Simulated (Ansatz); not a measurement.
System: RbCl (Fm-3m).

```xyz
2
Lattice="0.0000 3.2895 3.2895 3.2895 0.0000 3.2895 3.2895 3.2895 0.0000" Properties=species:S:1:pos:R:3 pbc="T T T"
Rb    0.0000    0.0000    0.0000
Cl    3.2895    3.2895    3.2895
```

The cell and positions come from the Crystallography Open Database and are kept as given unless a step says otherwise.

Gaps computed with Ansatz 0.2.0 without a self-energy: PBE 5.00 eV, PBE+SOC 4.96 eV, HSE06 6.30 eV and DDH-PBE0 8.52 eV. The mean ε∞ by PBE perturbation theory is 2.34.

**Question.** What gap should G0W0 on PBE give (4×4×4 mesh, 457 empty bands, screening to 200 eV, PAW set soft_1 files)?

About 7.74 eV: on its mesh the run moves the gap from 5.00 eV by +2.73 eV. Among the scalar-relativistic levels given, DDH-PBE0 is nearest (+0.78 eV). One-shot corrections scale roughly with one over ε∞, here 0.43. Spin-orbit coupling is not in that value; its −0.04 eV at the PBE level would bring it to about 7.69 eV. Bands and cutoff are finite, so the gap is not at the basis limit. The miss can reach some tenths of an eV and take either sign; the mesh is an error of its own. The many-body steps are scalar-relativistic: spin-orbit coupling is not in them.

[Paths, hosts, dates, memory and timing lines, banners, echoed tables and standing remarks are left out of the program output.]

[Logs are printed without paths, hosts, clocks, repeated set-up lines and the standing remarks that a program may print on its own settings, such as how far it seeks lower states.]

[Runs of the session that timed out or met a known fault of the program may be left out.]

[Cells called generated may have been cut or substituted from an entry of the Crystallography Open Database or the Materials Project.]

[Hosts, paths, dates, database ids (printed as entryN), source tags and the programs' standing remarks are cut or masked in the printed files.]
